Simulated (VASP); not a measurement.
Wanted: the native input for a VASP 6.6.1 run.

```yaml
Task: band structure
Functional: HSE06
Potentials_or_basis: VASP PAW PBE potentials, release 64 (Cd, S)
Cutoff: 520 eV
k_mesh: 6 × 6 × 6
Occupations: gaussian, width 0.02 eV
Spin: no spin polarisation
Ladder: free
Grid_for_exact_exchange_PRECFOCK: Fast
Screening_parameter: 0.2 1/A
Further_INCAR_settings: ALGO = Normal; EDIFF = 1e-07; NBANDS = 16
```

The system is CdS (Hawleyite).

```xyz
2
Lattice="0.0000 2.9165 2.9165 2.9165 0.0000 2.9165 2.9165 2.9165 0.0000" Properties=species:S:1:pos:R:3 pbc="T T T"
Cd    0.0000    0.0000    0.0000
S     4.3748    4.3748    4.3748
```

The input as run:

POSCAR

```
CdS
1.0
    0.0000000000      2.9165000000      2.9165000000
    2.9165000000      0.0000000000      2.9165000000
    2.9165000000      2.9165000000      0.0000000000
Cd S
1 1
Direct
    0.0000000000      0.0000000000      0.0000000000
    0.7500000000      0.7500000000      0.7500000000
```

INCAR.step1

```
SYSTEM = CdS
PREC = Accurate
ENCUT = 520
EDIFF = 1E-5
ISMEAR = 0
SIGMA = 0.02
LREAL = .FALSE.
LASPH = .TRUE.
NELM = 100
ALGO = Normal
ISIF = 2
LWAVE = .TRUE.
LCHARG = .FALSE.
NBANDS = 16
GGA = PE
KPAR = 4
```

INCAR.step2

```
SYSTEM = CdS
PREC = Accurate
ENCUT = 520
EDIFF = 1E-7
ISMEAR = 0
SIGMA = 0.02
LREAL = .FALSE.
LASPH = .TRUE.
NELM = 100
ALGO = Normal
ISIF = 2
LWAVE = .FALSE.
LCHARG = .FALSE.
GGA = PE
LHFCALC = .TRUE.
HFSCREEN = 0.2
PRECFOCK = Fast
NBANDS = 16
ISTART = 1
KPAR = 4
```

KPOINTS

```
Automatic mesh
0
G
  6 6 6
  0 0 0
```

KPOINTS_OPT

```
path GXWKGLUWLK,UX
12
line-mode
reciprocal
 0.0000000000  0.0000000000  0.0000000000  G
 0.5000000000  0.0000000000  0.5000000000  X

 0.5000000000  0.0000000000  0.5000000000  X
 0.5000000000  0.2500000000  0.7500000000  W

 0.5000000000  0.2500000000  0.7500000000  W
 0.3750000000  0.3750000000  0.7500000000  K

 0.3750000000  0.3750000000  0.7500000000  K
 0.0000000000  0.0000000000  0.0000000000  G

 0.0000000000  0.0000000000  0.0000000000  G
 0.5000000000  0.5000000000  0.5000000000  L

 0.5000000000  0.5000000000  0.5000000000  L
 0.6250000000  0.2500000000  0.6250000000  U

 0.6250000000  0.2500000000  0.6250000000  U
 0.5000000000  0.2500000000  0.7500000000  W

 0.5000000000  0.2500000000  0.7500000000  W
 0.5000000000  0.5000000000  0.5000000000  L

 0.5000000000  0.5000000000  0.5000000000  L
 0.3750000000  0.3750000000  0.7500000000  K

 0.6250000000  0.2500000000  0.6250000000  U
 0.5000000000  0.0000000000  0.5000000000  X
```

Potentials or basis: VASP PAW PBE potentials, release 64 (Cd, S).

Launch:

```bash
$ cat potpaw_PBE.64/Cd/POTCAR potpaw_PBE.64/S/POTCAR > POTCAR
$ cp INCAR.step1 INCAR
$ mpirun -np 4 vasp_std > vasp.out
$ cp INCAR.step2 INCAR
$ mpirun -np 4 vasp_std > vasp.out
```

Results of the run:

```json
{
 "Pressure": "2.0 GPa",
 "Band gap on the k mesh": "2.19 eV, direct",
 "Band gap along the path": "2.19 eV, direct"
}
```

Caveat: the PAW data sets were made with another functional, which shifts forces and pressure a little.

It took 27 min on 4 MPI ranks on Intel(R) Xeon(R) Platinum 8488C (Sapphire Rapids) (shared host), peak memory 0.38 GiB a rank.
